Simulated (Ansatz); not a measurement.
InP, DFT, PBE, all-electron LAPW, scalar-relativistic (Ansatz 0.2.0), run on 1 thread of Intel(R) Xeon(R) 6975P-C (Granite Rapids) on a shared host.

The cell comes from COD entry 1538565, which wasn't checked; take it as a given geometry. The listed cell was then made from it by scaling, straining or moving an atom.

Command: `ansatz run input.yaml --threads 1 --pin off --max-ram 3072MiB --backend cpu --events-out ev --progress --plain --runs-dir out`

```yaml
crystal:
  lattice:
    - [-0.08565, 2.812175, 2.812175]
    - [2.812175, -0.08565, 2.812175]
    - [2.812175, 2.812175, -0.08565]
  atoms:
    - { symbol: In, position: [0.0, 0.0, 0.0] }
    - { symbol: P, position: [0.5, 0.5, 0.5] }
kpoints:
  mp_grid: { grid: [11, 11, 11] }
  band_path:
    path:
      - [0.0, 0.0, 0.0]
      - [0.5, 0.5, 0.5]
      - [0.2579113083, 0.5, 0.7420886917]
      - [-0.2579113083, 0.2579113083, 0.5]
      - [0.0, 0.0, 0.5]
      - [0.0, 0.0, 0.0]
      - [-0.3789556542, 0.0, 0.3789556542]
      - [0.0, 0.3789556542, 0.6210443458]
      - [0.0, 0.5, 0.5]
    npoints: 5
scf:
  occupations: { method: fermi_dirac, width: 0.03 }
hamiltonian:
  xc: pbe
  pseudopotentials: { kind: all_electron, lapw: { basis_error: 0.00025 } }
output:
  forces: true
  stress: true
  eigenvalues: true
```

Question: How large is the problem that the program sets up?

Answer: 146 irreducible k-points, 331 plane waves at Γ, 21 bands.

Question: Estimate the wall time and the peak memory.

Answer: 16 s of wall time for 8 SCF iterations, with a peak of 0.56 GiB. Times on shared machines scatter by tens of per cent.
